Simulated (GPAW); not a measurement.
# Zr2O (Pn-3m) in GPAW: band structure with r2SCAN

Aim: the band structure of Zr2O with r2SCAN.

Program: GPAW 26.7.0. These are calculated values, not measurements. Logs are shortened: lines on timing, memory, paths and dates and some standing lists are left out, and cuts for length are marked. The log counts tension as positive stress, the text compression.

### 1 The crystal as given

The structure is cubic, space group Pn-3m (No. 224). Conventional cell: a = 4.876 Å, b = 4.876 Å, c = 4.876 Å, α = 90.00°, β = 90.00°, γ = 90.00°. Around Zr (site symmetry -3m) lie 2 O at 2.11 Å. O (site symmetry -43m) has 4 Zr at 2.11 Å as nearest neighbours.

The cell comes from a database or a generator and needn't be the stable form of this composition.

### 2 Band structure, r2SCAN

The input, run.py:

```python
from ase import Atoms
from ase.dft.bandgap import bandgap
from ase.io import write
from ase.units import GPa
from gpaw import GPAW, PW

atoms = Atoms(['Zr', 'Zr', 'Zr', 'Zr', 'O', 'O'],
              cell=[[4.876349, 0.0, 0.0],
                    [0.0, 4.876349, 0.0],
                    [0.0, 0.0, 4.876349]],
              scaled_positions=[[0.75, 0.75, 0.75],
                                [0.25, 0.75, 0.25],
                                [0.75, 0.25, 0.25],
                                [0.25, 0.25, 0.75],
                                [0.5, 0.5, 0.5],
                                [0.0, 0.0, 0.0]],
              pbc=True)

calc = GPAW(mode=PW(800),
            xc='MGGA_X_R2SCAN+MGGA_C_R2SCAN',
            kpts={'size': (5, 5, 5), 'gamma': True},
            occupations={'name': 'fermi-dirac', 'width': 0.05},
            nbands=54,
            convergence={'density': 1e-05, 'energy': 1e-05},
            maxiter=150,
            txt='gpaw.txt')
atoms.calc = calc
energy = atoms.get_potential_energy()
forces = atoms.get_forces()
stress = atoms.get_stress()
calc.write('gs.gpw')
write('result.traj', atoms)
print(f'Energy: {energy:.6f} eV')
print('Forces (eV/A):')
print(forces.round(4))
print('Stress (GPa):', (stress / GPa).round(3))
print('Fermi level:', round(calc.get_fermi_level(), 4), 'eV')
print(f'Gap: {bandgap(calc)[0]:.4f} eV, direct: {bandgap(calc, direct=True)[0]:.4f} eV')

path = atoms.cell.bandpath('GXMGRX,MR', npoints=60, eps=1e-4)
bs_calc = calc.fixed_density(kpts=path, symmetry='off', nbands=79,
                             convergence={'bands': 'CBM+6.0', 'eigenstates': 1e-6}, txt='bands.txt')
bs = bs_calc.band_structure()
bs.write('bs.json')
print(f'Gap on the path: {bandgap(bs_calc)[0]:.4f} eV')
```

Potentials or basis: GPAW PAW data sets (gpaw-data 1.2.1), pw.

Launch:

```sh
$ OMP_NUM_THREADS=1 python run.py
```

gpaw.txt:

```text
__  _  _
 | _ |_)|_||  |
 |__||  | ||/\| - 26.7.0

Input parameters:
  mode=PW(ecut=800.0),
  convergence={'density': 1e-05, 'energy': 1e-05},
  kpts=MonkhorstPack(size=(5, 5, 5), gamma=True),
  maxiter=150,
  nbands=54,
  occupations=Occupations(name='fermi-dirac', width=0.05),
  xc=XC(name='MGGA_X_R2SCAN+MGGA_C_R2SCAN')

Diagonalizing LCAO Hamiltonian
Converting LCAO to pw mode
    .-----------.
   /|           |
  / |       Zr  |
 *  |           |
 |  |Zr         |
 |  | ZrO       |
 |  .-----------.
 | /       Zr  /
 |/           /
 O-----------*

Atoms  # Å, Bohr magnetons
|   | symbol |        x |        y |        z |    initial magnetic moments |
|---|--------|----------|----------|----------|-----------------------------|
| 0 |     Zr | 3.657262 | 3.657262 | 3.657262 | ( 0.0000,  0.0000,  0.0000) |
| 1 |     Zr | 1.219087 | 3.657262 | 1.219087 | ( 0.0000,  0.0000,  0.0000) |
| 2 |     Zr | 3.657262 | 1.219087 | 1.219087 | ( 0.0000,  0.0000,  0.0000) |
| 3 |     Zr | 1.219087 | 1.219087 | 3.657262 | ( 0.0000,  0.0000,  0.0000) |
| 4 |      O | 2.438175 | 2.438175 | 2.438175 | ( 0.0000,  0.0000,  0.0000) |
| 5 |      O | 0.000000 | 0.000000 | 0.000000 | ( 0.0000,  0.0000,  0.0000) |

Unit cell  # Å
| periodic |        x |        y |        z |  lengths |    angles |
|----------|----------|----------|----------|----------|-----------|
|      yes | 4.876349 | 0.000000 | 0.000000 | 4.876349 | 90.000000 |
|      yes | 0.000000 | 4.876349 | 0.000000 | 4.876349 | 90.000000 |
|      yes | 0.000000 | 0.000000 | 4.876349 | 4.876349 | 90.000000 |

Number of symmetries: 24
Symmetry operations  # r_c * U_cc + t_c -> r_c
|    | kind |            matrix            |
|----|------|------------------------------|
|  0 |  E   |  1, 0, 0,  0, 1, 0,  0, 0, 1 |
|  1 |  σ   |  1, 0, 0,  0, 0, 1,  0, 1, 0 |
|  2 |  σ   |  1, 0, 0,  0, 0,-1,  0,-1, 0 |
|  3 |  C2  |  1, 0, 0,  0,-1, 0,  0, 0,-1 |
|  4 |  σ   |  0, 1, 0,  1, 0, 0,  0, 0, 1 |
|  5 |  C3  |  0, 1, 0,  0, 0, 1,  1, 0, 0 |
|  6 |  C3  |  0, 1, 0,  0, 0,-1, -1, 0, 0 |
|  7 |  S4  |  0, 1, 0, -1, 0, 0,  0, 0,-1 |
|  8 |  C3  |  0, 0, 1,  1, 0, 0,  0, 1, 0 |
|  9 |  σ   |  0, 0, 1,  0, 1, 0,  1, 0, 0 |
| 10 |  S4  |  0, 0, 1,  0,-1, 0, -1, 0, 0 |
| 11 |  C3  |  0, 0, 1, -1, 0, 0,  0,-1, 0 |
| 12 |  C3  |  0, 0,-1,  1, 0, 0,  0,-1, 0 |
| 13 |  σ   |  0, 0,-1,  0, 1, 0, -1, 0, 0 |
| 14 |  S4  |  0, 0,-1,  0,-1, 0,  1, 0, 0 |
| 15 |  C3  |  0, 0,-1, -1, 0, 0,  0, 1, 0 |
| 16 |  S4  |  0,-1, 0,  1, 0, 0,  0, 0,-1 |
| 17 |  C3  |  0,-1, 0,  0, 0, 1, -1, 0, 0 |
| 18 |  C3  |  0,-1, 0,  0, 0,-1,  1, 0, 0 |
| 19 |  σ   |  0,-1, 0, -1, 0, 0,  0, 0, 1 |
| 20 |  C2  | -1, 0, 0,  0, 1, 0,  0, 0,-1 |
| 21 |  S4  | -1, 0, 0,  0, 0, 1,  0,-1, 0 |
| 22 |  S4  | -1, 0, 0,  0, 0,-1,  0, 1, 0 |
| 23 |  C2  | -1, 0, 0,  0,-1, 0,  0, 0, 1 |

BZ-sampling:
  Number of BZ points: 125
  Number of IBZ points: 10

  Monkhorst-Pack size: [5, 5, 5]
  Monkhorst-Pack shift: [0, 0, 0]

K-points  # in reciprocal-cell coordinates
|   |                                coordinates |     weight |
|---|--------------------------------------------|------------|
| 0 | (  0.00000000,   0.00000000,   0.00000000) | 0.00800000 |
| 1 | (  0.20000000,   0.00000000,   0.00000000) | 0.04800000 |
| 2 | (  0.20000000,   0.20000000,   0.00000000) | 0.09600000 |
| 3 | (  0.20000000,   0.20000000,   0.20000000) | 0.06400000 |
| 4 | (  0.40000000,   0.00000000,   0.00000000) | 0.04800000 |
| 5 | (  0.40000000,   0.20000000,   0.00000000) | 0.19200000 |
| 6 | (  0.40000000,   0.20000000,   0.20000000) | 0.19200000 |
| 7 | (  0.40000000,   0.40000000,   0.00000000) | 0.09600000 |
| 8 | (  0.40000000,   0.40000000,   0.20000000) | 0.19200000 |
| 9 | (  0.40000000,   0.40000000,   0.40000000) | 0.06400000 |

Plane wave coefficients: 6031
Cutoff: 800.0 eV

Spin-components: 1 (collinear spins)
Bands:           54
Projectors:      34
Spin-degeneracy: 2
Datatype:        complex128

Parallelization:
  kpt:    1
  domain: 1
  band:   1

Density:
  Valence electrons: 60.0
  Components: 1
  Grid points: [32 32 32]
  Charge: 0.0  # |e|

Potential:
  Grid points: [32 32 32]

species:
  Zr:
    name:    Zirconium
    Z:       40.0
    valence: 12
    core:    28
    charge:  0.0  # [|e|]
    compensation charges:
      type: gauss
      rc: 0.40  # [Å]
      lmax: 2
    cutoffs:
      filter: 2.39  # [Å]
      core: 1.59  # [Å]
    projectors
    | kind |    occ | energy [eV] | rcut [Å] |
    |------|--------|-------------|----------|
    |   4s |  2.000 |     -54.478 |    1.323 |
    |   5s |  2.000 |      -4.438 |    1.323 |
    |   4p |  6.000 |     -32.467 |    1.334 |
    |   5p |  0.000 |      -1.470 |    1.334 |
    |   4d |  2.000 |      -3.600 |    1.244 |
    |    d |        |      23.611 |    1.244 |

    Using partial waves for Zr as LCAO basis

  O:
    name:    Oxygen
    Z:       8.0
    valence: 6
    core:    2
    charge:  0.0  # [|e|]
    compensation charges:
      type: gauss
      rc: 0.21  # [Å]
      lmax: 2
    cutoffs:
      filter: 1.17  # [Å]
      core: 0.83  # [Å]
    projectors
    | kind |    occ | energy [eV] | rcut [Å] |
    |------|--------|-------------|----------|
    |   2s |  2.000 |     -23.961 |    0.688 |
    |   2p |  4.000 |      -9.029 |    0.598 |
    |    s |        |       3.251 |    0.688 |
    |    p |        |      18.182 |    0.598 |
    |    d |        |       0.000 |    0.619 |

    Using partial waves for O as LCAO basis

Reference energy: -395655.989543  # eV

eigensolver:
  PPCG
  Converge bands: occupied
  niter=2

density mixing:
  MSR1-Mixer
  Pratt-step length: 0.05
  Maximum mixing coefficient: 0.75
  Old densities: 10
  SVD Regularization: 0.005
  Good broyden scale: 1.0
  Trust region scale: 1.0
  Backstep threshold: 4.0
  History deletion threshold: 6.0
  Fourier metric: weight=20.0, sigma=0.015

occupation numbers:
  Fermi-Dirac:
    width: 0.0500  # eV

poisson solver:
  ecut: 6400.0  # eV

xc functional:
  name: MGGA_X_R2SCAN+MGGA_C_R2SCAN with 2 nearest neighbor stencil

convergence criteria:
- Maximum integral of absolute [dens]ity change: 1e-05 electrons / valence electron
- Maximum [total energy] change in last 3 cyles: 1e-05 eV / valence electron
- Maximum integral of absolute [eigenst]ate change: 4e-08 eV^2 / valence electron
maximum number of iterations: 150

SCF iterations
|iter     | |      energy | eigst |  dens |
|---------|-|-------------|-------|-------|
|iter:   1| | -120.968467 | +0.32 |       |
|iter:   2| |  -99.934554 | -0.70 | -1.09 |
|iter:   3| |  -99.704051 | -0.22 | -1.11 |
|iter:   4| |  -97.640412 | -0.58 | -1.23 |
|iter:   5| |  -97.622699 | -2.39 | -1.75 |
|iter:   6| |  -97.624484 | -2.97 | -2.25 |
|iter:   7| |  -97.624699 | -3.97 | -3.03 |
|iter:   8| |  -97.624695c| -5.51 | -3.56 |
|iter:   9| |  -97.624672c| -6.03 | -4.08 |
|iter:  10| |  -97.624676c| -6.99 | -4.40 |
|iter:  11| |  -97.624678c| -7.50c| -5.00 |
|iter:  12| |  -97.624678c| -7.70c| -5.80c|

Converged in 12 steps
Energy contributions relative to reference atoms: (reference = -395655.989543)

Energy contributions:
  Kinetic:           8.824281
  Coulomb:         -17.673849
  Zero:              1.530129
  External:          0.000000
  Xc:              -90.269622
  Entropy:          -0.071236
  Spinorbit:         0.000000
  ----------------------------
  Free energy:     -97.660296
  Extrapolated:    -97.624678

dipole moment: (-13.672322, -13.672322, -13.672322)  # |e|*Ang

Fermi level: 8.510
Eigenvalues  # (at kpt = [0.000, 0.000, 0.000])
| band index |      eig [eV] | occ [0-2] |
|------------|---------------|-----------|
|          0 |       -42.540 |     2.000 |
|        ... |               |           |
|         22 |         3.233 |     2.000 |
|         23 |         3.233 |     2.000 |
|         24 |         3.650 |     2.000 |
|         25 |         6.552 |     2.000 |
|         26 |         6.552 |     2.000 |
|         27 |         6.843 |     2.000 |
[... 8 lines left out ...]
|         36 |        11.138 |     0.000 |
|         37 |        12.509 |     0.000 |
|        ... |               |           |
|         53 |        19.309 |     0.000 |

No gap
No difference between direct/indirect transitions

Forces  # eV/Ang
|        x |        y |        z |
|----------|----------|----------|
|  0.00000 |  0.00000 |  0.00000 |  # Zr   0
| -0.00000 |  0.00000 | -0.00000 |  # Zr   1
|  0.00000 | -0.00000 | -0.00000 |  # Zr   2
| -0.00000 | -0.00000 |  0.00000 |  # Zr   3
| -0.00000 | -0.00000 |  0.00000 |  # O    4
| -0.00000 |  0.00000 |  0.00000 |  # O    5

Stress tensor  # eV/Ang^3
|         x |         y |        z |
|-----------|-----------|----------|
|  0.019481 | -0.000000 | 0.000000 |
| -0.000000 |  0.019481 | 0.000000 |
|  0.000000 |  0.000000 | 0.019481 |

# Writing to gs.gpw (mode='')
```

Wall time 9.5 min (1 thread of Arm Neoverse V2, shared host); peak memory 0.99 GiB.

Results:

```yaml
Free_energy: -97.6603 eV
Pressure: -3.1 GPa
Band_gap_along_the_path: none (metal or under the smearing width)
```

Levels at the corners of the path, in eV from the Fermi level:
| point | band 27 | band 28 | band 29 | band 30 | band 31 | band 32 | band 33 | band 34 |
| --- | --- | --- | --- | --- | --- | --- | --- | --- |
| Γ | -1.96 | -1.67 | -1.67 | -1.67 | 1.64 | 1.64 | 2.53 | 2.53 |
| X | -0.72 | -0.72 | -0.34 | -0.34 | -0.18 | -0.18 | 1.35 | 1.35 |
| M | -1.56 | -1.56 | -0.06 | -0.06 | 0.17 | 0.17 | 1.01 | 1.01 |
| Γ | -1.96 | -1.67 | -1.67 | -1.67 | 1.64 | 1.64 | 2.53 | 2.53 |
| R | -2.60 | 0.42 | 0.42 | 0.62 | 0.62 | 0.62 | 1.26 | 1.26 |
| X | -0.72 | -0.72 | -0.34 | -0.34 | -0.18 | -0.18 | 1.35 | 1.35 |
| M | -1.56 | -1.56 | -0.06 | -0.06 | 0.17 | 0.17 | 1.01 | 1.01 |
| R | -2.60 | 0.42 | 0.42 | 0.62 | 0.62 | 0.62 | 1.26 | 1.26 |

Caveat: the PAW data sets were made with another functional, which shifts forces and pressure a little.
